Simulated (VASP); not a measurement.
# ZnS (Wurtzite-2H) (P6_3mc) in VASP: further runs

Aim: see how the results for ZnS (Wurtzite-2H) move with the level of theory and the settings. Levels: RPBE, r2SCAN+rVV10, r2SCAN. Tasks: single point, relaxation of cell and atoms.

All numbers are computed with VASP 6.6.1; they aren't measurements. Logs are shortened: lines on timing, memory, paths and dates and some standing lists are left out, and cuts for length are marked.

**The experiment to reproduce.**

From a printed reference work, monograph, for a bulk crystal of ZnS at 4 K: band gap 3.911 eV (direct).

The results are compared with them further down.

### Step 1. The cell of the first run

Symmetry: P6_3mc, No. 186, hexagonal system. The conventional cell has a = 3.896 Å, b = 3.896 Å, c = 6.379 Å, α = 90.00°, β = 90.00°, γ = 120.00°. Within 3.2 Å of Zn (site symmetry 3m) lie 4 S at 2.39 Å. Within 3.2 Å of S (site symmetry 3m) lie 4 Zn at 2.39 Å.

### Step 2. Single point, RPBE

INCAR reads:

```
ALGO = Normal
EDIFF = 1E-6
ENCUT = 520
GGA = RP
ISIF = 2
ISMEAR = 0
LASPH = True
LCHARG = False
LREAL = False
LWAVE = False
NBANDS = 26
NELM = 60
PREC = Accurate
SIGMA = 0.01
```

KPOINTS reads:

```
k-points
0
Gamma
  6 6 4
```

POSCAR reads:

```
ZnS
1.0
    3.8957156826      0.0000000000      0.0000000000
   -1.9478578413      3.3737887471      0.0000000000
    0.0000000000      0.0000000000      6.3791468930
Zn S
2 2
Direct
    0.3333333333      0.6666666667      0.0050389335
    0.6666666667      0.3333333333      0.5050389335
    0.3333333333      0.6666666667      0.3799610665
    0.6666666667      0.3333333333      0.8799610665
```

Potentials or basis: VASP PAW PBE potentials, release 64 (Zn, S).

Run with:

```console
cat potpaw_PBE.64/Zn/POTCAR potpaw_PBE.64/S/POTCAR > POTCAR
mpirun -np 1 vasp_std > vasp.out
```

OUTCAR:

```text
EDIFF = 1E-6
   ENCUT = 520
   GGA = RP
   ISIF = 2
   ISMEAR = 0
   LASPH = True
   LREAL = False
   NELM = 60
   PREC = Accurate

 ion  position               nearest neighbor table
   1  0.333  0.667  0.005-   4 2.39   4 2.39   4 2.39   3 2.39
   2  0.667  0.333  0.505-   3 2.39   3 2.39   3 2.39   4 2.39
   3  0.333  0.667  0.380-   2 2.39   2 2.39   2 2.39   1 2.39
   4  0.667  0.333  0.880-   1 2.39   1 2.39   1 2.39   2 2.39

  LATTYP: Found a hexagonal cell.
 ALAT       =     3.8957156826
 C/A-ratio  =     1.6374775299

  Lattice vectors:

 A1 = (   3.8957156826,   0.0000000000,   0.0000000000)
 A2 = (  -1.9478578413,   3.3737887471,   0.0000000000)
 A3 = (   0.0000000000,   0.0000000000,   6.3791468930)

Analysis of symmetry for initial positions (statically):
=====================================================================
 Subroutine PRICEL returns:
 Original cell was already a primitive cell.

 Routine SETGRP: Setting up the symmetry group for a
 hexagonal supercell.

 Subroutine GETGRP returns: Found 12 space group operations
 (whereof  6 operations were pure point group operations)
 out of a pool of 24 trial point group operations.

The static configuration has the point symmetry C_3v.
 The point group associated with its full space group is C_6v.

Analysis of symmetry for dynamics (positions and initial velocities):
=====================================================================
 Subroutine PRICEL returns:
 Original cell was already a primitive cell.

 Routine SETGRP: Setting up the symmetry group for a
 hexagonal supercell.

 Subroutine GETGRP returns: Found 12 space group operations
 (whereof  6 operations were pure point group operations)
 out of a pool of 24 trial point group operations.

The dynamic configuration has the point symmetry C_3v.
 The point group associated with its full space group is C_6v.

 Subroutine INISYM returns: Found 12 space group operations
 (whereof  6 operations are pure point group operations),
 and found     1 'primitive' translations

----------------------------------------------------------------------------------------

                                     Primitive cell

  volume of cell :      83.8432
[... 84 lines left out ...]
   LNONCOLLINEAR =      F non collinear calculations
   LSORBIT =      F    spin-orbit coupling
   LASPH  =      T    aspherical Exc in radial PAW
   ENCUT  =  520.0 eV  38.22 Ry    6.18 a.u.   7.24  7.24 11.86*2*pi/ulx,y,z
   NELM   =     60;   NELMIN=  2; NELMDL= -5     # of ELM steps
   EDIFF  = 0.1E-05   stopping-criterion for ELM
   LREAL  =      F    real-space projection
   EDIFFG = 0.1E-04   stopping-criterion for IOM
   NSW    =      0    number of steps for IOM
   IBRION =     -1    ionic relax: 0-MD 1-quasi-New 2-CG
   NFREE  =      0    steps in history (QN), initial steepest desc. (CG)
   ISIF   =      2    stress and relaxation
   ISYM   =      2    0-nonsym 1-usesym 2-fastsym
   POTIM  = 0.5000    time-step for ionic-motion
   TEBEG  =    0.0;   TEEND  =   0.0 temperature during run
   PSTRESS=    0.0 pullay stress
   NELECT =      36.0000    total number of electrons
   NUPDOWN=      -1.0000    fix difference up-down
   EMIN   =  10.00;   EMAX   =-10.00  energy-range for DOS
   EFERMI =   0.00;   METHOD = LEGACY
   ISMEAR =     0;   SIGMA  =   0.01  broadening in eV -4-tet -1-fermi 0-gaus
   EFERMI_NEDOS =   21; number of points for ismear=-14 and -15
   IALGO  =     38    algorithm
   IMIX   =      4    mixing-type and parameters
     AMIX     =   0.40;   BMIX     =  1.00
     AMIX_MAG =   1.60;   BMIX_MAG =  1.00
  volume/ion in A,a.u.               =      20.96       141.45
  Fermi-wavevector in a.u.,A,eV,Ry     =   1.235055  2.333916 20.753806  1.525362
  Thomas-Fermi vector in A             =   2.369720
   LORBIT       =      0    0 simple, 1 ext, 2 COOP (PROOUT), +10 PAW based schemes
   GGA     = RP    functional components
   LHFCALC =     F    Hartree Fock is set to
   AEXX    =    0.0000 exact exchange contribution
   IVDW    =     0    specifies the selected vdW correction
   LEPSILON=     F    determine dielectric tensor
   LRPA    =     F    only Hartree local field effects (RPA)
 non-spin polarized calculation
 Gauss-broadening in eV      SIGMA  =   0.01
  energy-cutoff  :      520.00
  volume of cell :       83.84
 maximum number of plane-waves:      2277
 NGX is ok and might be reduce to    30
   NGX = 15   NGY = 15   NGZ = 23

 number of electron      35.9999958 magnetization

 Free energy of the ion-electron system (eV)
  ---------------------------------------------------
  ext. energy  EPLUGINS =         0.00000000
  ---------------------------------------------------
  free energy    TOTEN  =       -12.39957551 eV

  energy without entropy =      -12.39957551  energy(sigma->0) =      -12.39957551

 E-fermi :   1.8101     XC(G=0):  -9.1077

 val. band max:        1.6931507523   @ k =   0.0000   0.0000   0.0000
 cond. band min:       3.7827967933   @ k =   0.0000   0.0000   0.0000
 fundamental gap:      2.0896460411
 Fermi energy:         1.8100533618

 k-point     1 :       0.0000    0.0000    0.0000
  band No.  band energies     occupation
      1     -11.0474      2.00000
      2     -10.2323      2.00000
      3      -4.3812      2.00000
      4      -4.3727      2.00000
      5      -4.3727      2.00000
      6      -4.2999      2.00000
[... 598 lines left out ...]
     25      11.5081      0.00000
     26      11.5081      0.00000

------------------------ aborting loop because EDIFF is reached ----------------------------------------

  FORCE on cell =-STRESS in cart. coord.  units (eV):
  Direction    XX          YY          ZZ          XY          YZ          ZX
  --------------------------------------------------------------------------------------
  -------------------------------------------------------------------------------------
  Total        0.0414385      0.0414385      0.0510118      0.0000000     -0.0000000     -0.0000000
  in kB        0.7918571      0.7918571      0.9747954      0.0000000     -0.0000000     -0.0000000
  external PRESSURE =       0.8528365 kB  Pullay stress =       0.0000000 kB

 VOLUME and BASIS-vectors are now :
 -----------------------------------------------------------------------------
  energy-cutoff  :      520.00
  volume of cell :       83.84
      direct lattice vectors                 reciprocal lattice vectors
     3.895715683  0.000000000  0.000000000     0.256692244  0.148201336  0.000000000
    -1.947857841  3.373788747  0.000000000     0.000000000  0.296402672  0.000000000
     0.000000000  0.000000000  6.379146893     0.000000000  0.000000000  0.156760773

 POSITION                                       TOTAL-FORCE (eV/Angst)
 -----------------------------------------------------------------------------------
     -0.00000      2.24919      0.03214        -0.000000     -0.000000      0.000556
      1.94786      1.12460      3.22172         0.000000     -0.000000      0.000556
     -0.00000      2.24919      2.42383         0.000000     -0.000000     -0.000556
      1.94786      1.12460      5.61340        -0.000000      0.000000     -0.000556
 -----------------------------------------------------------------------------------
    total drift:                               -0.000000     -0.000001      0.000434

  FREE ENERGIE OF THE ION-ELECTRON SYSTEM (eV)
  ---------------------------------------------------
  free  energy   TOTEN  =       -12.3995755062 eV

  energy  without entropy=      -12.3995755062  energy(sigma->0) =      -12.39957551
```

stdout:

```text
POSCAR found type information on POSCAR ZnS
 POSCAR found :  2 types and       4 ions
 scaLAPACK will be used
 -----------------------------------------------------------------------------
|                                                                             |
|                                                                             |
|     You enforced a specific xc type in the INCAR file but a different       |
|     I HOPE YOU KNOW WHAT YOU ARE DOING!                                     |
|                                                                             |
 -----------------------------------------------------------------------------

 LDA part: xc-table for (Slater+PW92), standard interpolation
 POSCAR, INCAR and KPOINTS ok, starting setup
 FFT: planning ... GRIDC
 FFT: planning ... GRID_SOFT
 FFT: planning ... GRID
 WAVECAR not read
 entering main loop
```

Run time: 55 s. Hardware: 1 thread of Intel Xeon Platinum 8375C at 2.90GHz (Ice Lake), shared host; peak memory 0.21 GiB.

What came out:

* Free energy: -12.3996 eV
* Pressure: 0.1 GPa
* Band gap on the k mesh: 2.09 eV, direct

Caveat: the PAW data sets were made with another functional, which shifts forces and pressure a little.

### Step 3. Single point, r2SCAN+rVV10

This run uses another cell than the first one, of 19.36 Å³/atom, 0.924 times its volume.

POSCAR reads:

```
ZnS
1.0
    3.7904993816      0.0000000000      0.0000000000
   -1.8952496908      3.2826687575      0.0000000000
    0.0000000000      0.0000000000      6.2242112169
Zn S
2 2
Direct
    0.3333333333      0.6666666667      0.0055097527
    0.6666666667      0.3333333333      0.5055097527
    0.3333333333      0.6666666667      0.3794902473
    0.6666666667      0.3333333333      0.8794902473
```

INCAR.step1 reads:

```
SYSTEM = ZnS
PREC = Accurate
ENCUT = 520
ISMEAR = 0
SIGMA = 0.01
LREAL = .False.
LASPH = .True.
NELM = 80
NBANDS = 26
GGA = PE
ALGO = Normal
EDIFF = 1E-4
LWAVE = .True.
LCHARG = .False.
```

INCAR.step2 reads:

```
SYSTEM = ZnS
PREC = Accurate
ENCUT = 520
EDIFF = 1E-6
ISMEAR = 0
SIGMA = 0.01
LREAL = .False.
LASPH = .True.
NELM = 80
ALGO = Normal
ISIF = 2
LWAVE = .False.
LCHARG = .False.
METAGGA = R2SCAN
LMIXTAU = .True.
LUSE_VDW = .True.
IVDW_NL = 2
BPARAM = 11.95
CPARAM = 0.0093
NBANDS = 26
ISTART = 1
```

KPOINTS reads:

```
regular mesh
0
Gamma
  6 6 4
  0 0 0
```

Potentials or basis: VASP PAW PBE potentials, release 64 (Zn, S).

Run with:

```console
cat potpaw_PBE.64/Zn/POTCAR potpaw_PBE.64/S/POTCAR > POTCAR
cp INCAR.step1 INCAR
mpirun -np 1 vasp_std > vasp.out
cp INCAR.step2 INCAR
mpirun -np 1 vasp_std > vasp.out
```

Wall time 3.6 min (1 thread of Intel Xeon Platinum 8375C at 2.90GHz (Ice Lake), shared host); peak memory 0.36 GiB.

It converged, with:

- Free energy: -36.7070 eV
- Pressure: 0.1 GPa
- Band gap on the k mesh: 2.79 eV, direct

Levels at points of the mesh, in eV from the valence-band top:
```
           k point  band 14  band 15  band 16  band 17  band 18  band 19  band 20  band 21  band 22  band 23
(0.00, 0.00, 0.00)    -0.94    -0.94    -0.09     0.00     0.00     2.79     3.61     6.77     6.77     7.03
(0.50, 0.00, 0.00)    -4.24    -3.43    -2.36    -1.78    -0.93     3.99     4.77     5.37     7.33     8.01
(0.00, 0.00, 0.50)    -2.94    -0.49    -0.49    -0.49    -0.49     4.11     4.11     7.23     7.23     7.23
(0.50, 0.00, 0.50)    -5.03    -1.72    -1.72    -1.70    -1.70     3.91     3.91     5.61     5.61     9.37
```

Caveat: the PAW data sets were made with another functional, which shifts forces and pressure a little.

### Step 4. Single point, r2SCAN

This run uses another cell than the first one, of 19.60 Å³/atom, 0.935 times its volume.

POSCAR reads:

```
ZnS
1.0
    3.8068042612      0.0000000000      0.0000000000
   -1.9034021306      3.2967891975      0.0000000000
    0.0000000000      0.0000000000      6.2457689094
Zn S
2 2
Direct
    0.3333333333      0.6666666667      0.0053888419
    0.6666666667      0.3333333333      0.5053888419
    0.3333333333      0.6666666667      0.3796111581
    0.6666666667      0.3333333333      0.8796111581
```

INCAR.step1 reads:

```
  ALGO = Normal
  EDIFF = 1E-4
  ENCUT = 520
  GGA = PE
  ISMEAR = 0
  LASPH = T
  LCHARG = F
  LREAL = F
  LWAVE = T
  NBANDS = 26
  NELM = 100
  PREC = Accurate
  SIGMA = 0.01
```

INCAR.step2 reads:

```
  ALGO = Normal
  EDIFF = 1E-7
  ENCUT = 520
  ISIF = 2
  ISMEAR = 0
  ISTART = 1
  LASPH = T
  LCHARG = F
  LMIXTAU = T
  LREAL = F
  LWAVE = F
  METAGGA = R2SCAN
  NBANDS = 26
  NELM = 100
  PREC = Accurate
  SIGMA = 0.01
```

KPOINTS reads:

```
k-points
0
Gamma
  6 6 4
```

Run with:

```console
cat potpaw_PBE.64/Zn/POTCAR potpaw_PBE.64/S/POTCAR > POTCAR
cp INCAR.step1 INCAR
mpirun -np 1 vasp_std > vasp.out
cp INCAR.step2 INCAR
mpirun -np 1 vasp_std > vasp.out
```

Run time: 2.5 min. Hardware: 1 thread of Intel Xeon Platinum 8375C at 2.90GHz (Ice Lake), shared host; peak memory 0.21 GiB.

Results (log left out):

```
Free energy            : -37.7212 eV
Pressure               : 0.0 GPa
Band gap on the k mesh : 2.79 eV, direct
```

Forces on the atoms (eV/Å):
```
Zn   0.000  0.000  0.003
Zn   0.000  0.000  0.003
S    0.000  0.000 -0.003
S    0.000  0.000 -0.003
```

Levels at points of the mesh, in eV from the valence-band top:
```csv
k point,band 16,band 17,band 18,band 19,band 20,band 21
"(0.00, 0.00, 0.00)",-0.09,0.00,0.00,2.79,3.62,6.80
"(0.50, 0.00, 0.00)",-2.31,-1.73,-0.91,4.04,4.78,5.45
"(0.00, 0.00, 0.50)",-0.48,-0.48,-0.48,4.11,4.11,7.26
"(0.50, 0.00, 0.50)",-1.68,-1.66,-1.66,3.96,3.96,5.66
```

Caveat: the PAW data sets were made with another functional, which shifts forces and pressure a little.

[end of part 1 of 2]
